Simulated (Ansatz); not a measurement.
MnSb in Ansatz: the effect of starting spin order

MnSb:

```
Sb Mn
1.0
     4.15000    0.00000    0.00000
    -2.07500    3.59401    0.00000
     0.00000    0.00000    5.78000
Sb Mn
2 2
Direct
  0.66667 0.33333 0.75000
  0.33333 0.66667 0.25000
  0.00000 0.00000 0.50000
  0.00000 0.00000 0.00000
```

Alike in all runs:

* Program: Ansatz 0.2.0
* Task: single point
* Functional: PBE
* Potentials or basis: Ansatz PAW
* Cutoff: 420 eV (not typed: the program's choice for these potentials)
* k mesh: 7 × 7 × 5
* Occupations: fermi-dirac, width 0.05 eV

```tsv
starting spin order	spin	starting moments	energy over the lowest run (meV/atom)	pressure (GPa)	final net moment (μB)	final largest site moment (μB)
spin off	no spin polarisation	-	?	?	?	?
fm	collinear spin, ferromagnetic start	[0.0, 0.0, 4.0, 4.0] μB	0.0	-3.2	6.71	3.44
random	collinear spin, random start	[0.0, 0.0, 3.15, 4.8] μB	0.0	-3.2	6.71	3.44
```

Task: What does the run with starting spin order spin off give?

Result: Energy over the lowest run 509.2 meV/atom; pressure -16.1 GPa; final net moment 0.00 μB; final largest site moment 0.00 μB.
